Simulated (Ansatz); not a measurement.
The system is WC (Qusongite).

```
W C
1.0
     2.90650    0.00000    0.00000
    -1.45325    2.51710    0.00000
     0.00000    0.00000    2.83660
W C
1 1
Direct
  0.00000 0.00000 0.00000
  0.66667 0.33333 0.50000
```

Base run:

```yaml
Program: Ansatz 0.2.0
Functional: m-r2SCAN
Potentials_or_basis: Ansatz PAW
Cutoff: "500 eV (not typed: the program's choice for these potentials)"
k_mesh: 10 × 10 × 9
Occupations: fermi-dirac, width 0.05 eV
Spin: no spin polarisation
```

Its results: band gap on the k mesh none (metal or under the smearing width); pressure 1.4 GPa.

The run is repeated on the same cell with these changes: functional from m-r2SCAN to PBE; cutoff from 500 eV (not typed: the program's choice for these potentials) to 800 eV. What comes out?

Band gap on the k mesh none (metal or under the smearing width); pressure 5.6 GPa.

Caveats: spin-orbit coupling is left out, which moves the levels of the heavy elements (some runs); the PAW data sets come from PBE, with cores solved anew for the run's functional, which leaves a small shift of forces and pressure (some runs).
